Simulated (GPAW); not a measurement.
The system is BAs.

```
CELL_PARAMETERS angstrom
3.37785 0.00000 0.00000
1.68892 2.92530 0.00000
1.68892 0.97510 2.75800
ATOMIC_POSITIONS crystal
As 0.75000 0.75000 0.75000
B 0.00000 0.00000 0.00000
```

Base run:

| Item | Value |
| --- | --- |
| Program | GPAW 26.7.0 |
| Functional | WC |
| Potentials or basis | PAW data sets generated in the run's folder for this functional |
| Cutoff | 800 eV |
| Basis | pw |
| k mesh | 8 × 8 × 8 |
| Occupations | fermi-dirac, width 0.05 eV |
| Spin | spin-orbit coupling, no magnetisation |

Its results: band gap on the k mesh 1.04 eV, indirect (least direct gap 3.06 eV); pressure -0.1 GPa.

**Question.** The run is repeated on the same cell with these changes: functional from WC to PW91; band points from 60 to 100. What comes out?

**Answer.** Band gap on the k mesh 1.15 eV, indirect (least direct gap 3.09 eV); pressure 3.2 GPa.

Caveats: spin-orbit coupling was added after a scalar SCF, so levels and gaps hold it while energy, forces, pressure and moments don't; this program's spin-orbit splittings come out too wide for heavy elements.

Not every run made on this cell is shown here.
